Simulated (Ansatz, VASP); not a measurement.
CaO in VASP and in Ansatz

```
Ca O
1.0
     0.00000    2.43861    2.43861
     2.43861    0.00000    2.43861
     2.43861    2.43861    0.00000
Ca O
1 1
Direct
  0.00000 0.00000 0.00000
  0.50000 0.50000 0.50000
```

Alike in both runs: task single point; functional r2SCAN; k mesh 9 × 9 × 9; occupations fermi-dirac, width 0.0164 eV; no spin polarisation.

|  | VASP | Ansatz |
| --- | --- | --- |
| version | VASP 6.6.1 | Ansatz 0.2.0 |
| potentials or method | VASP PAW PBE potentials, release 64 (Ca_sv, O) | PAW plane waves |
| plane-wave cutoff (eV) | 520 | 500 |
| valence electrons in the cell | 16 | 16 |

|  | VASP | Ansatz | Ansatz less VASP |
| --- | --- | --- | --- |
| gap on the k mesh at the Fermi level (eV) | 4.25 | 4.26 | +0.009 |
| pressure (GPa) | -4.5 | -5.3 | -0.86 |

Caveats: the PAW data sets were made with another functional, which shifts forces and pressure a little (VASP); an odd mesh through Γ misses points on the zone boundary, where band edges often lie. r2SCAN opens gaps a little over a GGA but as a rule still falls short of measured ones.
